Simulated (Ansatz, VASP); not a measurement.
# Rb: VASP beside Ansatz

```xyz
1
Lattice="-2.1428 2.1428 2.1428 2.1428 -2.1428 2.1428 2.1428 2.1428 -2.1428" Properties=species:S:1:pos:R:3 pbc="T T T"
Rb    0.0000    0.0000    0.0000
```

Alike in both runs: functional PBE; k mesh 13 × 13 × 13; occupations fermi-dirac, width 0.08 eV; no spin polarisation.

Ansatz relaxed the structure, and its values are those at the end. VASP's run is a single point on that final structure, the one shown.

|  | VASP | Ansatz |
| --- | --- | --- |
| version | VASP 6.6.1 | Ansatz 0.2.0 |
| potentials or method | VASP PAW PBE potentials, release 64 (Rb_sv), cutoff 520 eV | all-electron LAPW, scalar-relativistic |

|  | VASP | Ansatz | Ansatz less VASP |
| --- | --- | --- | --- |
| pressure (GPa) | 10.0 | 10.0 | -0.02 |

Ansatz ran all-electron here, so the differences hold the error of VASP's frozen core and of both bases.
